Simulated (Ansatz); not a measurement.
Predict the output of the script below (Ansatz's Python interface).

`scf_si.py`
```python
'''Single point of Si, distorted.'''

from collections import Counter
import json

import ansatz as az
import numpy as np

FUNCTIONAL = 'PBEsol'
VDW = 'd4'
MESH = (7, 7, 5)
SMEARING = 'fermi_dirac'
SIGMA = 0.01


def main() -> None:
    system = (
        az.Lattice.of([-2.37137, 2.37137, 1.32927], [2.37137, -2.37137, 1.32927], [2.37137, 2.37137, -1.32927])
        .atom('Si', [0.23895, 0.72749, 0.41859])
        .atom('Si', [0.48317, 0.52928, 0.98604])
    )

    # functional, basis and sampling
    model = (
        system.calculation()
        .functional(FUNCTIONAL, dispersion=VDW)
        .kpoints(*MESH)
        .occupations(SMEARING, width=SIGMA)
        .mixing('broyden')
        .initial_density(normalization='cell')
        .scf(lower_state_search='off')
        .band_table()
        .potential()
        .forces()
    )
    done = model.run(events_out='events.ndjson')
    r = done.report
    with open('events.ndjson') as stream:
        kinds = Counter(json.loads(line)['event'] for line in stream)
    print('events:', {kind: kinds[kind] for kind in ('scf_iter', 'scf_done', 'notice', 'finished')})

    n_atoms = len(r['lattice']['sites'])
    print('F =', round(r['free_energy_ev'], 4), 'eV for', n_atoms, 'atoms')
    print('E(sigma -> 0) =', round(r['energy_sigma0_ev'], 4), 'eV, TS =', round(r['entropy_ts_ev'], 5), 'eV')
    print('closed by', r['closed_by'], 'after', r['n_iterations'], 'iterations')

    edges = r.get('band_edges_ev')
    if edges:
        print(f'band edges on the mesh: {edges[0]:.3f} and {edges[1]:.3f} eV, gap {edges[1] - edges[0]:.3f} eV')
    else:
        print('no band edges reported (a metal, or a gap too narrow for this smearing); Fermi level', round(r['fermi_energy_ev'], 3), 'eV')

    v = done.potential()
    line = v.v_es_ev.mean(axis=(0, 1))
    print('planar mean of the electrostatic potential along the third grid axis (eV):')
    print(np.round(line[:: max(len(line) // 12, 1)], 3))

    # forces, one row an atom
    forces = np.array(r['forces_ev_ang'])
    norms = np.linalg.norm(forces, axis=1)
    print('largest force {:.4f} eV/A on atom {}'.format(norms.max(), norms.argmax()))
    print(np.array2string(forces, precision=4, suppress_small=True))

    if done.unlabelled_reasons:
        print('not a label:', done.unlabelled_reasons)
    else:
        print(done.training_frame().splitlines()[0], 'atoms in the frame')


if __name__ == '__main__':
    main()
```

`python scf_si.py` gives:
```text
DeckWarning: basis.ecutwfc = 420 eV, auto-derived from the records' recommended cutoffs: set by Si (normal level)
events: {'scf_iter': 6, 'scf_done': 1, 'notice': 2, 'finished': 1}
F = -1242.7975 eV for 2 atoms
E(sigma -> 0) = -1242.7973 eV, TS = 0.00027 eV
closed by deck_thresholds after 6 iterations
no band edges reported (a metal, or a gap too narrow for this smearing); Fermi level 9.855 eV
planar mean of the electrostatic potential along the third grid axis (eV):
[-2.178 -0.521  2.407  2.541 -0.36  -2.158 -0.971  2.917  7.039  8.026
  5.437  0.972 -1.899]
largest force 2.8076 eV/A on atom 0
[[ 2.7092  0.1303 -0.7253]
 [-2.7092 -0.1303  0.7253]]
2 atoms in the frame
```
(Warnings from the package without file and line.)

Notes:
- These settings explore the input space; cutoff and mesh may be short of convergence.
- Dispersion corrections can be off by several per cent in the lattices of metals, and by several GPa in the pressure at a fixed cell.
- For a metal this k-point mesh is coarse: on a finer one energies can move by several to tens of meV an atom and pressures by half a GPa or more, differences at one mesh by less.
- The zero of the levels is a convention of the potentials, so an absolute Fermi energy is no work function.
- The cell is a database structure, distorted on purpose.
- Levels are Kohn-Sham eigenvalues on this mesh.
- Processor time in the engine: 2.6 s on 1 thread of Intel(R) Xeon(R) Processor @ 2.30GHz (shared host), peak memory 0.57 GiB.
